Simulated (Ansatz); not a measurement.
A relaxed cell of Al is given with its symmetry left out. The cell was found from a structure generator's guess, not taken from experiment.

These are results of DFT PBE, scalar-relativistic, plane waves, PAW (Ansatz 0.2.0), not measurements. Cutoff 420 eV, Γ-centred mesh, Gaussian smearing, no spin polarisation.

```
Al
1.0
     5.32703    0.00000    0.00000
    -2.66351    4.61334    0.00000
     0.00000    0.00000    8.52328
Al
12
Direct
  0.17115 0.82885 0.25000
  0.17115 0.34230 0.25000
  0.65770 0.82885 0.25000
  0.82885 0.17115 0.75000
  0.82885 0.65770 0.75000
  0.34230 0.17115 0.75000
  0.00000 0.00000 0.50000
  0.00000 0.00000 0.00000
  0.33333 0.66667 0.93087
  0.66667 0.33333 0.06913
  0.66667 0.33333 0.43087
  0.33333 0.66667 0.56913
```

Energies count from the standard state of Al at the same level.

Q: What space group does it have?

A: P6_3/mmc (No. 194). Conventional cell: a = 5.327 Å, c = 8.523 Å. Al on a site of symmetry mm2 has 6 Al at 2.59–2.74 Å and 6 Al at 3.08–3.10 Å; around Al on a site of symmetry -3m lie 6 Al at 2.65 Å and 6 Al at 3.13 Å; Al on a site of symmetry 3m is surrounded by 16 Al at 3.08–3.29 Å.

Q: How far does it lie from the standard state of Al?

A: +0.15 eV/atom. So it is a metastable form at best.

Q: Is it a metal?

A: Yes, bands cross the Fermi level on the 12×12×6 mesh.

The last run used a 12×12×6 mesh (in the run's order of axes) for its 12-atom cell and Gaussian smearing of 0.10 eV. Symmetry constrained the relaxation, so the result can be a saddle point.
